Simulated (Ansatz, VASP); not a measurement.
# HfB in VASP and in Ansatz

```
Hf B
1.0
     0.00000    2.32530    2.32530
     2.32530    0.00000    2.32530
     2.32530    2.32530    0.00000
Hf B
1 1
Direct
  0.50000 0.50000 0.50000
  0.00000 0.00000 0.00000
```

Change from the starting cell: volume scaled by 1.02.

Alike in both runs: task single point; functional PBE; k mesh 10 × 10 × 10; occupations fermi-dirac, width 0.05 eV; no spin polarisation.

|  | VASP | Ansatz |
| --- | --- | --- |
| version | VASP 6.6.1 | Ansatz 0.2.0 |
| potentials or method | VASP PAW PBE potentials, release 64 (Hf_pv, B) | Ansatz PAW |
| plane-wave cutoff (eV) | 520 | 420 |
| valence electrons in the cell | 13 | 29 |

```tsv
	VASP	Ansatz	Ansatz less VASP
gap on the k mesh at the Fermi level (eV)	none	none	-
pressure (GPa)	25.1	24.3	-0.75
```

A gap of «none» marks a metal or a gap that the smearing closes. The two sets of potentials don't hold the same shells in valence.

The runs have no spin-orbit coupling, so splittings on Hf are missing.
